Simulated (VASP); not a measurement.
# SrCl2 (Fm-3m) in VASP: settings compared

The runs below take SrCl2 through relaxation of cell and atoms, with LDA, r2SCAN.

Program: VASP 6.6.1. These are calculated values, not measurements. Logs are shortened: lines on timing, memory, paths and dates and some standing lists are left out, and cuts for length are marked.

## 1. Starting point

The structure is cubic, space group Fm-3m (No. 225). The conventional cell has a = 6.977 Å, b = 6.977 Å, c = 6.977 Å, α = 90.00°, β = 90.00°, γ = 90.00°. Around Sr (site symmetry m-3m) lie 8 Cl at 3.02 Å. Cl (site symmetry -43m) has 4 Sr at 3.02 Å as nearest neighbours.

## 2. Relaxation of cell and atoms, LDA

File INCAR:

```
ALGO = Normal ; EDIFF = 1E-6
EDIFFG = -0.01 ; ENCUT = 600
IBRION = 2 ; ISIF = 3
ISMEAR = 0 ; LASPH = True
LCHARG = False ; LREAL = False
LWAVE = False ; NELM = 60
NSW = 60 ; PREC = Accurate
SIGMA = 0.02
```

File KPOINTS:

```
k-points
0
Gamma
  6 6 6
```

File POSCAR:

```
SrCl2
1.0
    0.0000000000      3.4883500000      3.4883500000
    3.4883500000      0.0000000000      3.4883500000
    3.4883500000      3.4883500000      0.0000000000
Sr Cl
1 2
Direct
    0.0000000000      0.0000000000      0.0000000000
    0.7500000000      0.7500000000      0.7500000000
    0.2500000000      0.2500000000      0.2500000000
```

Potentials or basis: VASP PAW LDA potentials, release 64 (Sr_sv, Cl).

Started as:

```console
cat potpaw_LDA.64/Sr_sv/POTCAR potpaw_LDA.64/Cl/POTCAR > POTCAR
mpirun -np 1 vasp_std > vasp.out
```

OUTCAR:

```text
EDIFF = 1E-6
   EDIFFG = -0.01
   ENCUT = 600
   IBRION = 2
   ISIF = 3
   ISMEAR = 0
   LASPH = True
   LREAL = False
   NELM = 60
   NSW = 60
   PREC = Accurate

 ion  position               nearest neighbor table
   1  0.000  0.000  0.000-   2 3.02   2 3.02   2 3.02   2 3.02   3 3.02   3 3.02   3 3.02   3 3.02

   2  0.750  0.750  0.750-   1 3.02   1 3.02   1 3.02   1 3.02
   3  0.250  0.250  0.250-   1 3.02   1 3.02   1 3.02   1 3.02

  LATTYP: Found a face centered cubic cell.
 ALAT       =     6.9767000000

  Lattice vectors:

 A1 = (   0.0000000000,   3.4883500000,   3.4883500000)
 A2 = (   3.4883500000,   0.0000000000,   3.4883500000)
 A3 = (   3.4883500000,   3.4883500000,   0.0000000000)

Analysis of symmetry for initial positions (statically):
=====================================================================
 Subroutine PRICEL returns:
 Original cell was already a primitive cell.

 Routine SETGRP: Setting up the symmetry group for a
 face centered cubic supercell.

 Subroutine GETGRP returns: Found 48 space group operations
 (whereof 48 operations were pure point group operations)
 out of a pool of 48 trial point group operations.

The static configuration has the point symmetry O_h .

Analysis of symmetry for dynamics (positions and initial velocities):
=====================================================================
 Subroutine PRICEL returns:
 Original cell was already a primitive cell.

 Routine SETGRP: Setting up the symmetry group for a
 face centered cubic supercell.

 Subroutine GETGRP returns: Found 48 space group operations
 (whereof 48 operations were pure point group operations)
 out of a pool of 48 trial point group operations.

The dynamic configuration has the point symmetry O_h .

 Subroutine INISYM returns: Found 48 space group operations
 (whereof 48 operations are pure point group operations),
 and found     1 'primitive' translations

----------------------------------------------------------------------------------------

                                     Primitive cell

  volume of cell :      84.8966

  direct lattice vectors                    reciprocal lattice vectors
     0.000000000  3.488350000  3.488350000    -0.143334241  0.143334241  0.143334241
     3.488350000  0.000000000  3.488350000     0.143334241 -0.143334241  0.143334241
     3.488350000  3.488350000  0.000000000     0.143334241  0.143334241 -0.143334241

  length of vectors
     4.933271880  4.933271880  4.933271880     0.248262188  0.248262188  0.248262188

  position of ions in fractional coordinates (direct lattice)
     0.000000000  0.000000000  0.000000000
     0.750000000  0.750000000  0.750000000
     0.250000000  0.250000000  0.250000000

  ion indices of the primitive-cell ions
   primitive index   ion index
                 1           1
                 2           2
                 3           3

----------------------------------------------------------------------------------------

 KPOINTS: k-points

Automatic generation of k-mesh.
 Grid dimensions read from file:
 generate k-points for:    6    6    6

 Generating k-lattice:

  Cartesian coordinates                     Fractional coordinates (reciprocal lattice)
    -0.023889040  0.023889040  0.023889040     0.166666667  0.000000000  0.000000000
     0.023889040 -0.023889040  0.023889040     0.000000000  0.166666667  0.000000000
     0.023889040  0.023889040 -0.023889040     0.000000000  0.000000000  0.166666667

  Length of vectors
     0.041377031  0.041377031  0.041377031

  Shift w.r.t. Gamma in fractional coordinates (k-lattice)
     0.000000000  0.000000000  0.000000000

 Subroutine IBZKPT returns following result:
 ===========================================

 Found     16 irreducible k-points:

 Following reciprocal coordinates:
            Coordinates               Weight
  0.000000  0.000000  0.000000      1.000000
  0.166667  0.000000  0.000000      8.000000
  0.333333  0.000000  0.000000      8.000000
  0.500000  0.000000  0.000000      4.000000
  0.166667  0.166667  0.000000      6.000000
  0.333333  0.166667  0.000000     24.000000
[... 8 lines left out ...]
 -0.333333  0.333333  0.166667     24.000000
 -0.333333  0.500000  0.166667     12.000000
   k-points           NKPTS =     16   k-points in BZ     NKDIM =     16   number of bands    NBANDS=     16
   number of dos      NEDOS =    301   number of ions     NIONS =      3
   total plane-waves  NPLWV =  64000
   dimension x,y,z NGX =    40 NGY =   40 NGZ =   40
   dimension x,y,z NGXF=    80 NGYF=   80 NGZF=   80
   ions per type =               1   2
   NGX,Y,Z   is equivalent  to a cutoff of  13.48, 13.48, 13.48 a.u.
   NGXF,Y,Z  is equivalent  to a cutoff of  26.96, 26.96, 26.96 a.u.
 SYSTEM =  unknown system
   PREC   = accura    normal or accurate (medium, high low for compatibility)
   ISTART =      0    job   : 0-new  1-cont  2-samecut
   ICHARG =      2    charge: 1-file 2-atom 10-const
   ISPIN  =      1    spin polarized calculation?
   LNONCOLLINEAR =      F non collinear calculations
   LSORBIT =      F    spin-orbit coupling
   LASPH  =      T    aspherical Exc in radial PAW
   ENCUT  =  600.0 eV  44.10 Ry    6.64 a.u.   9.85  9.85  9.85*2*pi/ulx,y,z
   NELM   =     60;   NELMIN=  2; NELMDL= -5     # of ELM steps
   EDIFF  = 0.1E-05   stopping-criterion for ELM
   LREAL  =      F    real-space projection
   EDIFFG = -.1E-01   stopping-criterion for IOM
   NSW    =     60    number of steps for IOM
   IBRION =      2    ionic relax: 0-MD 1-quasi-New 2-CG
   NFREE  =      1    steps in history (QN), initial steepest desc. (CG)
   ISIF   =      3    stress and relaxation
   ISYM   =      2    0-nonsym 1-usesym 2-fastsym
   POTIM  = 0.5000    time-step for ionic-motion
   TEBEG  =    0.0;   TEEND  =   0.0 temperature during run
   PSTRESS=    0.0 pullay stress
   NELECT =      24.0000    total number of electrons
   NUPDOWN=      -1.0000    fix difference up-down
   EMIN   =  10.00;   EMAX   =-10.00  energy-range for DOS
   EFERMI =   0.00;   METHOD = LEGACY
   ISMEAR =     0;   SIGMA  =   0.02  broadening in eV -4-tet -1-fermi 0-gaus
   EFERMI_NEDOS =   21; number of points for ismear=-14 and -15
   IALGO  =     38    algorithm
   IMIX   =      4    mixing-type and parameters
     AMIX     =   0.40;   BMIX     =  1.00
     AMIX_MAG =   1.60;   BMIX_MAG =  1.00
  volume/ion in A,a.u.               =      28.30       190.97
  Fermi-wavevector in a.u.,A,eV,Ry     =   1.074439  2.030396 15.706833  1.154420
  Thomas-Fermi vector in A             =   2.210267
   LORBIT       =      0    0 simple, 1 ext, 2 COOP (PROOUT), +10 PAW based schemes
   GGA     = CA    functional components
   LHFCALC =     F    Hartree Fock is set to
   AEXX    =    0.0000 exact exchange contribution
   IVDW    =     0    specifies the selected vdW correction
   LEPSILON=     F    determine dielectric tensor
   LRPA    =     F    only Hartree local field effects (RPA)
 conjugate gradient relaxation of ions
 non-spin polarized calculation
 Gauss-broadening in eV      SIGMA  =   0.02
  energy-cutoff  :      600.00
  volume of cell :       84.90
 maximum number of plane-waves:      2874
   NGX = 19   NGY = 19   NGZ = 19

--------------------------------------- Ionic step        1  -------------------------------------------

 number of electron      23.9999999 magnetization

 Free energy of the ion-electron system (eV)
  ---------------------------------------------------
  ext. energy  EPLUGINS =         0.00000000
  ---------------------------------------------------
  free energy    TOTEN  =       -14.02591713 eV

  energy without entropy =      -14.02591713  energy(sigma->0) =      -14.02591713

------------------------ aborting loop because EDIFF is reached ----------------------------------------

  FORCE on cell =-STRESS in cart. coord.  units (eV):
  Direction    XX          YY          ZZ          XY          YZ          ZX
  --------------------------------------------------------------------------------------
  -------------------------------------------------------------------------------------
  Total       -1.4199151     -1.4199151     -1.4199151      0.0000000      0.0000000     -0.0000000
  in kB      -26.7967929    -26.7967929    -26.7967929      0.0000000      0.0000000     -0.0000000
  external PRESSURE =     -26.7967929 kB  Pullay stress =       0.0000000 kB

 VOLUME and BASIS-vectors are now :
 -----------------------------------------------------------------------------
  energy-cutoff  :      600.00
  volume of cell :       84.90
      direct lattice vectors                 reciprocal lattice vectors
     0.000000000  3.488350000  3.488350000    -0.143334241  0.143334241  0.143334241
     3.488350000  0.000000000  3.488350000     0.143334241 -0.143334241  0.143334241
     3.488350000  3.488350000  0.000000000     0.143334241  0.143334241 -0.143334241
[... 38 lines left out ...]
 POSITION                                       TOTAL-FORCE (eV/Angst)
 -----------------------------------------------------------------------------------
      3.40870      0.00000      3.40870         0.000000      0.000000      0.000000
      5.11305      5.11305      5.11305        -0.000000      0.000000      0.000000
      1.70435      1.70435      1.70435        -0.000000     -0.000000     -0.000000
 -----------------------------------------------------------------------------------
    total drift:                               -0.000000     -0.000000      0.000000

  FREE ENERGIE OF THE ION-ELECTRON SYSTEM (eV)
  ---------------------------------------------------
  free  energy   TOTEN  =       -14.0786398371 eV

  energy  without entropy=      -14.0786398371  energy(sigma->0) =      -14.07863984

--------------------------------------- Ionic step        3  -------------------------------------------

 number of electron      24.0000002 magnetization

 Free energy of the ion-electron system (eV)
  ---------------------------------------------------
  ext. energy  EPLUGINS =         0.00000000
  ---------------------------------------------------
  free energy    TOTEN  =       -14.07871107 eV

  energy without entropy =      -14.07871107  energy(sigma->0) =      -14.07871107

 E-fermi :   0.6358     XC(G=0):  -9.1070

 val. band max:        0.4623893488   @ k =   0.5000   0.5000   0.0000
 cond. band min:       5.5616577863   @ k =   0.5000   0.5000   0.0000
 fundamental gap:      5.0992684375
 Fermi energy:         0.6357648355

 k-point     1 :       0.0000    0.0000    0.0000
  band No.  band energies     occupation
      1     -32.0207      2.00000
      2     -14.1582      2.00000
      3     -14.1582      2.00000
      4     -14.1582      2.00000
      5     -13.0121      2.00000
      6     -11.9684      2.00000
[... 8 lines left out ...]
     15       6.2311      0.00000
     16       9.2861      0.00000
[... 305 lines left out ...]
 POSITION                                       TOTAL-FORCE (eV/Angst)
 -----------------------------------------------------------------------------------
      0.00000      0.00000      0.00000         0.000000      0.000000     -0.000000
      5.10885      5.10885      5.10885        -0.000000     -0.000000     -0.000000
      1.70295      1.70295      1.70295         0.000000      0.000000      0.000000
 -----------------------------------------------------------------------------------
    total drift:                               -0.000000     -0.000000      0.000000

  FREE ENERGIE OF THE ION-ELECTRON SYSTEM (eV)
  ---------------------------------------------------
  free  energy   TOTEN  =       -14.0787110680 eV

  energy  without entropy=      -14.0787110680  energy(sigma->0) =      -14.07871107

 reached required accuracy - stopping structural energy minimisation
```

Wall time 86 s (1 thread of Intel Xeon Platinum 8259CL at 2.50GHz (Skylake/Cascade Lake), shared host); peak memory 0.2 GiB.

Results:

* Free energy: -14.0787 eV
* Relaxed volume: 26.34 Å³/atom
* Relaxed cell: a = 4.817 Å, b = 4.817 Å, c = 4.817 Å, α = 60.00°, β = 60.00°, γ = 60.00°
* Space group after relaxing (to 0.05 Å): Fm-3m (No. 225)
* Energy gained by relaxing: 17.6 meV/atom
* Ionic steps: 3
* Pressure after relaxing: 0.0 GPa
* Band gap on the k mesh: 5.10 eV, direct

The path:
```
step  energy change (eV)  largest force (eV/Å)  pressure (GPa)  volume (Å³)
   1              0.0000                0.0000           -2.68        84.90
   2             -0.0527                0.0000           -0.11        79.21
   3             -0.0528                0.0000           -0.01        79.02
```

Final structure:
```
Sr Cl
1.0
     0.00000    3.40590    3.40590
     3.40590    0.00000    3.40590
     3.40590    3.40590    0.00000
Sr Cl
1 2
Direct
  0.00000 0.00000 0.00000
  0.75000 0.75000 0.75000
  0.25000 0.25000 0.25000
```

## 3. Relaxation of cell and atoms, r2SCAN

File INCAR:

```
SYSTEM = SrCl2
PREC = Accurate
ENCUT = 600
EDIFF = 1E-6
ISMEAR = 0
SIGMA = 0.02
LREAL = .FALSE.
LASPH = .TRUE.
NELM = 100
ALGO = Normal
ISIF = 3
LWAVE = .FALSE.
LCHARG = .FALSE.
METAGGA = R2SCAN
LMIXTAU = .TRUE.
IBRION = 2
NSW = 40
EDIFFG = -0.01
```

File KPOINTS:

```
Automatic mesh
0
G
  6 6 6
  0 0 0
```

POSCAR is that of step 2.

Potentials or basis: VASP PAW PBE potentials, release 64 (Sr_sv, Cl).

Started as:

```console
cat potpaw_PBE.64/Sr_sv/POTCAR potpaw_PBE.64/Cl/POTCAR > POTCAR
mpirun -np 1 vasp_std > vasp.out
```

It took 2.2 min on 1 thread of Intel Xeon 6975P-C (Granite Rapids), shared host; peak memory 0.26 GiB.

The run converged. Its results:

```yaml
Free_energy: -35.6989 eV
Relaxed_volume: 28.59 Å³/atom
Relaxed_cell: a = 4.950 Å, b = 4.950 Å, c = 4.950 Å, α = 60.00°, β = 60.00°, γ = 60.00°
Space_group_after_relaxing_to_0.05_Å: Fm-3m (No. 225)
Energy_gained_by_relaxing: 0.3 meV/atom
Ionic_steps: 2
Pressure_after_relaxing: 0.0 GPa
Band_gap_on_the_k_mesh: 5.93 eV, indirect (least direct gap 6.00 eV)
```

Step by step:
```csv
step,energy change (eV),largest force (eV/Å),pressure (GPa),volume (Å³)
1,0.0000,0.0000,0.40,84.90
2,-0.0010,0.0000,-0.01,85.76
```

Final structure:
```
CELL_PARAMETERS angstrom
0.00000 3.50010 3.50010
3.50010 0.00000 3.50010
3.50010 3.50010 0.00000
ATOMIC_POSITIONS crystal
Sr 0.00000 0.00000 0.00000
Cl 0.75000 0.75000 0.75000
Cl 0.25000 0.25000 0.25000
```

Levels at points of the mesh, in eV from the valence-band top:
| k point | band 9 | band 10 | band 11 | band 12 | band 13 | band 14 | band 15 | band 16 |
| --- | --- | --- | --- | --- | --- | --- | --- | --- |
| (0.00, 0.00, 0.00) | -2.12 | -0.34 | -0.34 | -0.34 | 5.93 | 6.69 | 6.69 | 9.61 |
| (0.50, 0.00, 0.00) | -1.47 | -1.33 | -1.05 | -1.05 | 7.28 | 7.28 | 8.22 | 8.22 |
| (0.50, 0.50, 0.00) | -1.90 | -0.39 | -0.39 | 0.00 | 6.00 | 7.76 | 8.19 | 8.68 |

Caveat: the PAW data sets were made with another functional, which shifts forces and pressure a little.
